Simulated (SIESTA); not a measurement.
## TiO2 under changes of volume

One of the cells (11.711 Å³/atom); the others are scaled copies at fixed shape and fractional positions:

```
CELL_PARAMETERS angstrom
2.70603 -2.70666 0.00000
2.70603 2.70666 0.00000
-2.63353 0.00000 4.79664
ATOMIC_POSITIONS crystal
Ti 0.86589 0.13411 0.75000
Ti 0.13411 0.86589 0.25000
O 0.08876 0.33122 0.16715
O 0.91124 0.66878 0.83285
O 0.66878 0.91124 0.33285
O 0.33122 0.08876 0.66715
```

The cell is a database's computed one.

| Quantity | Value |
| --- | --- |
| Program | SIESTA 5.4.2 |
| Functional | PBEsol |
| Potentials or basis | PseudoDojo 0.4 standard (PBEsol files) |
| Basis | DZP (energy shift 0.003 Ry; two zetas on semicore shells) |
| Grid cutoff | 800 Ry |
| Energy shift | 0.003 Ry |
| k mesh | 6 × 6 × 4 |
| Occupations | fermi-dirac, width 0.05 eV |
| Spin | no spin polarisation |

| volume (Å³/atom) | energy over the lowest point (meV/atom) | pressure (GPa) | gap on the mesh (eV) | largest force (eV/Å) |
| --- | --- | --- | --- | --- |
| 11.008 | ? | ? | ? | ? |
| 11.242 | 3.70 | 4.9 | 2.00 | 0.103 |
| 11.476 | 0.00 | 0.2 | 1.96 | 0.064 |
| 11.711 | 2.76 | -4.0 | 1.92 | 0.155 |
| 11.945 | 11.38 | -7.8 | 1.88 | 0.271 |
| 12.179 | 25.29 | -11.2 | 1.85 | 0.376 |
| 12.413 | 43.92 | -14.2 | 1.81 | 0.471 |

Task: What does the run at 11.008 Å³/atom give?

Result: Energy over the lowest point 14.69 meV/atom; pressure 10.2 GPa; gap on the mesh 2.04 eV; largest force 0.247 eV/Å.

Worked out: A Birch-Murnaghan fit of order 3 (a polynomial in V^(-2/3)) to the other rows has its minimum at 11.49 Å³/atom with B0 = V·E''(V) = 216 GPa and B' = 4.0 at fixed shape and positions, which overstates the stiffness. It gives 14.59 meV/atom at 11.008 Å³/atom, against the run's 14.69, and -dE/dV = 10.1 GPa, against 10.2. A straight line through the other rows of the gap, of slope -1.9 eV per unit of ln V, extrapolates to 2.04 eV, against the run's 2.04.

Energies are extrapolated to zero smearing.

Caveats: the basis of atomic orbitals isn't converged, which shifts pressures, moduli and gaps.

A mesh can miss the band edges.
